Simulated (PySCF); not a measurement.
Compound: norbornene, C7H10.
Atom-mapped SMILES: `[CH:1]1=[CH:2][C@H:3]2[CH2:4][CH2:5][C@@H:6]1[CH2:7]2` (hydrogens: H8 on C1; H9 on C2; H10 on C3; H11, H12 on C4; H13, H14 on C5; H15 on C6; H16, H17 on C7)

The geometry is computed with GFN2-xTB (gas phase).

Question: What internal coordinates does the optimisation give?

Answer: 
| bond | length (pm) |
| --- | --- |
| C1=C2 | 132.6 |
| C3–C4, C5–C6 | 154.7 |
| C4–C5 | 154.0 |
| C1–C6, C2–C3 | 150.7 |
| C3–C7, C6–C7 | 153.2 |
| C1–H8, C2–H9 | 107.5 |
| C3–H10, C6–H15 | 108.7 |
| C4–H11, C5–H14 | 108.9 |
| C4–H12, C5–H13 | 109.0 |
| C7–H16 | 108.9 |
| C7–H17 | 108.9 |

Bonds in one row agree within 1 pm and their mean is given. A selection of angles:
| angle | degrees |
| --- | --- |
| C2–C1–C6 | 107.5 |
| C2–C1–H8 | 128.4 |
| C6–C1–H8 | 124.0 |
| C2–C3–C4 | 105.5 |
| C2–C3–C7 | 100.4 |
| C2–C3–H10 | 116.2 |
| C4–C3–C7 | 100.7 |
| C4–C3–H10 | 114.4 |
| C7–C3–H10 | 117.5 |
| C3–C4–C5 | 102.9 |
| C3–C4–H11 | 111.4 |
| C3–C4–H12 | 110.3 |
| C5–C4–H11 | 112.5 |
| C5–C4–H12 | 111.4 |
| H11–C4–H12 | 108.3 |
| C6–C7–H16 | 112.9 |
| C6–C7–H17 | 113.6 |
| C3–C7–C6 | 93.4 |
| H16–C7–H17 | 109.8 |

Dihedral angles: C6–C1–C2–C3 0° (synperiplanar); C1–C2–C3–C4 -71° (synclinal); C2–C3–C4–C5 68° (synclinal); C3–C4–C5–C6 0° (synperiplanar); C4–C5–C6–C7 37° (synclinal); C5–C6–C7–C3 -58° (synclinal); C2–C1–C6–C5 71° (synclinal); C2–C3–C7–C6 -50° (synclinal).

The 5-membered ring C3–C4–C5–C6–C7 has internal angles of 93.4° to 102.9° (sum 501°, against 540° for a flat polygon); it is puckered, 0.27 Å rms from its mean plane, widest ring torsion 58°. The 8 C–C bonds span 1.326 Å (C1=C2, drawn double) to 1.547 Å (C5–C6, drawn single), a spread of 0.221 Å. The 5-membered ring C1–C2–C3–C7–C6 has internal angles of 93.4° to 107.5° (sum 509°, against 540° for a flat polygon); it is puckered, 0.25 Å rms from its mean plane, widest ring torsion 50°.

Point group: Cs (tolerance 0.08 Å). Stationary, but not proved a minimum.
